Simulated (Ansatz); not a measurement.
Crystal: CuO (Tenorite).

```xyz
4
Lattice="2.3447 -1.7134 0.0000 2.3447 1.7134 0.0000 -0.8606 0.0000 5.0594" Properties=species:S:1:pos:R:3 pbc="T T T"
Cu    0.7420   -0.8457    2.5297
Cu    1.1723    0.8457    0.0000
O     1.6421    0.2841    3.8133
O     2.0724   -0.2841    1.2836
```

| Quantity | Value |
| --- | --- |
| Program | Ansatz 0.2.0 |
| Task | single point |
| Functional | PBE |
| Potentials or basis | all-electron LAPW, scalar-relativistic |
| Cutoff | 461 eV (chosen from the basis error) |
| Basis error allowed | 0.001 eV/atom |
| k mesh | 10 × 10 × 5 |
| Occupations | fermi-dirac, width 0.05 eV |
| Spin | no spin polarisation |

On this cell: pressure 5.7 GPa; largest force 0.760 eV/Å; band gap on the k mesh none (metal or under the smearing width).

The same run follows on a disturbed copy (atoms moved at random, drawn with an rms of 0.05 Å):

```
Cu O
1.0
     2.34465   -1.71340    0.00000
     2.34465    1.71340    0.00000
    -0.86055    0.00000    5.05944
Cu O
2 2
Direct
  0.50570 0.99000 0.49524
  0.01154 0.50101 0.99728
  0.40012 0.57752 0.76099
  0.57635 0.41408 0.25814
```

Problem. What does the disturbed cell give?

Solution. The energy (extrapolated to zero smearing) moves by +19.5 meV/atom; pressure 6.5 GPa; largest force 1.579 eV/Å; band gap on the k mesh none (metal or under the smearing width).

Forces in eV/Å, atoms in the order of the input:
```
Cu  -0.212  0.227  0.879
Cu  -1.121  0.521  0.812
O    0.908 -0.749 -1.053
O    0.426  0.001 -0.638
```

Stress tensor (GPa, compression positive):
```
 6.99 -0.01 -2.80
-0.01  6.79  0.73
-2.80  0.73  5.75
```

Caveats: the run has no spin polarisation, though such a crystal can be magnetic; semilocal functionals often make such compounds metallic where correlation or magnetic order opens a gap, which also shifts bond lengths.
